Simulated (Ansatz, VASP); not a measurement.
**CdS in VASP and in Ansatz**

```
Cd S
1.0
     0.00000    2.74742    2.74742
     2.74742    0.00000    2.74742
     2.74742    2.74742    0.00000
Cd S
1 1
Direct
  0.00000 0.00000 0.00000
  0.50000 0.50000 0.50000
```

Alike in both runs: functional PBE; k mesh 14 × 14 × 14; occupations fermi-dirac, width 0.1 eV; no spin polarisation.

Ansatz relaxed the structure, and its values are those at the end. VASP's run is a single point on that final structure, the one shown.

|  | VASP | Ansatz |
| --- | --- | --- |
| version | VASP 6.6.1 | Ansatz 0.2.0 |
| potentials or method | VASP PAW PBE potentials, release 64 (Cd, S) | PAW with Ansatz's default frozen-core files, scalar-relativistic |
| plane-wave cutoff (eV) | 520 | 420 |
| valence electrons in the cell | 18 | 26 |

Ansatz gave:

```
pressure (GPa) : 0.0
```

Task: Which values does VASP return?

Result: Pressure (GPa): 0.4.

The two sets of potentials don't hold the same shells in valence.
